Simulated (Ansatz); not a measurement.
# Two Ansatz runs on BN

The cell is COD entry 9008834, as deposited and not checked against the literature; nothing was relaxed.

First run: DFT, LDA, all-electron LAPW, scalar-relativistic (Ansatz 0.2.0).

Command: `ansatz run input.yaml --threads 1 --pin off --max-ram 2048MiB --backend cpu --events-out ev --progress --plain --runs-dir out` The run took 12 s on 1 thread of AMD EPYC 7R43 64-Core Processor (Zen 3), with other jobs on the host, peak memory 0.3 GiB.

```yaml
crystal:
  lattice:
    - [0.0, 1.8075, 1.8075]
    - [1.8075, 0.0, 1.8075]
    - [1.8075, 1.8075, 0.0]
  atoms:
    - { symbol: B, position: [0.0, 0.0, 0.0] }
    - { symbol: "N", position: [0.75, 0.75, 0.75] }
kpoints:
  mp_grid: { grid: [13, 13, 13] }
  band_path:
    path:
      - [0.0, 0.0, 0.0]
      - [-0.5, -0.5, 0.0]
      - [-0.375, -0.375, 0.25]
      - [-0.375, 0.0, 0.375]
      - [0.0, 0.0, 0.0]
      - [0.0, 0.0, 0.5]
      - [-0.5, -0.25, 0.25]
      - [-0.5, -0.5, 0.0]
    npoints: 5
scf:
  occupations: { method: fermi_dirac, width: 0.03 }
hamiltonian:
  xc: lda
  pseudopotentials: { kind: all_electron, lapw: { basis_error: 0.001 } }
output:
  forces: true
  stress: true
  eigenvalues: true
```

Result: converged; pressure -10.85 GPa; gap on the k mesh 4.43 eV (the mesh can miss the band edges); 7 SCF iterations.

The input is then changed:

```diff
@@ -8,5 +8,5 @@
     - { symbol: "N", position: [0.75, 0.75, 0.75] }
 kpoints:
-  mp_grid: { grid: [13, 13, 13] }
+  mp_grid: { grid: [13, 13, 13], shift: [0.5, 0.5, 0.5] }
   band_path:
     path:
@@ -22,4 +22,6 @@
 scf:
   occupations: { method: fermi_dirac, width: 0.03 }
+  mixing: { preconditioner: ldos }
+  convergence: { dr2_threshold: 1.0e-05 }
 hamiltonian:
   xc: lda
```

Q: What does the second run give?

A: It converged; energy at zero smearing 0.0 meV/atom from the first run; pressure -10.84 GPa; gap on the k mesh 4.52 eV (the mesh can miss the band edges); 5 SCF iterations. Some of these settings are too coarse for converged properties.
